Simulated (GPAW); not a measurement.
Ge in GPAW: convergence with density grid spacing (A)

Input of the first run (density grid spacing (A) 0.24); the others differ in this setting and in those tied to it:

Contents of run.py:

```python
from ase import Atoms
from ase.dft.bandgap import bandgap
from ase.io import write
from ase.units import GPa
from gpaw import GPAW, PW

atoms = Atoms(['Ge', 'Ge'],
              cell=[[0.0, 2.82891, 2.82891],
                    [2.82891, 0.0, 2.82891],
                    [2.82891, 2.82891, 0.0]],
              scaled_positions=[[0.75, 0.75, 0.75],
                                [0.5, 0.5, 0.5]],
              pbc=True)

calc = GPAW(mode=PW(600),
            h=0.24,
            xc='PBE',
            kpts={'size': (8, 8, 8), 'gamma': True},
            occupations={'name': 'fermi-dirac', 'width': 0.05},
            nbands=11,
            convergence={'density': 1e-05, 'energy': 1e-05},
            maxiter=100,
            txt='gpaw.txt')
atoms.calc = calc
energy = atoms.get_potential_energy()
forces = atoms.get_forces()
stress = atoms.get_stress()
calc.write('gs.gpw')
write('result.traj', atoms)
print(f'Energy: {energy:.6f} eV')
print('Forces (eV/A):')
print(forces.round(4))
print('Stress (GPa):', (stress / GPa).round(3))
print('Fermi level:', round(calc.get_fermi_level(), 4), 'eV')
print(f'Gap: {bandgap(calc)[0]:.4f} eV, direct: {bandgap(calc, direct=True)[0]:.4f} eV')
```

Potentials or basis: GPAW PAW data sets (gpaw-data 1.2.1), pw.

Launch:

```bash
$ OMP_NUM_THREADS=1 python run.py
```

Hardware: 1 thread of Arm Neoverse V1, with other jobs on the host.

Problem. The values tried are 0.24, 0.2, 0.17, 0.15, 0.13, 0.11, 0.09, loosest first. From which on does the energy stay within 1 meV/atom of the tightest run that finished?

Solution. From 0.2 on.

| density grid spacing (A) | energy less the tightest run, at zero smearing (meV/atom) | SCF cycles | CPU time (s) | peak memory (GiB) |
| --- | --- | --- | --- | --- |
| 0.24 | 1.11 | 8 | 6.8 | 0.14 |
| 0.2 | 0.03 | 8 | 8.7 | 0.14 |
| 0.17 | 0.01 | 8 | 9.7 | 0.15 |
| 0.15 | 0.01 | 8 | 13 | 0.15 |
| 0.13 | 0.00 | 8 | 13 | 0.17 |
| 0.11 | 0.00 | 8 | 31 | 0.21 |
| 0.09 | 0.00 | 8 | 46 | 0.25 |

The tightest run that finished is the yardstick and may itself not be fully converged.
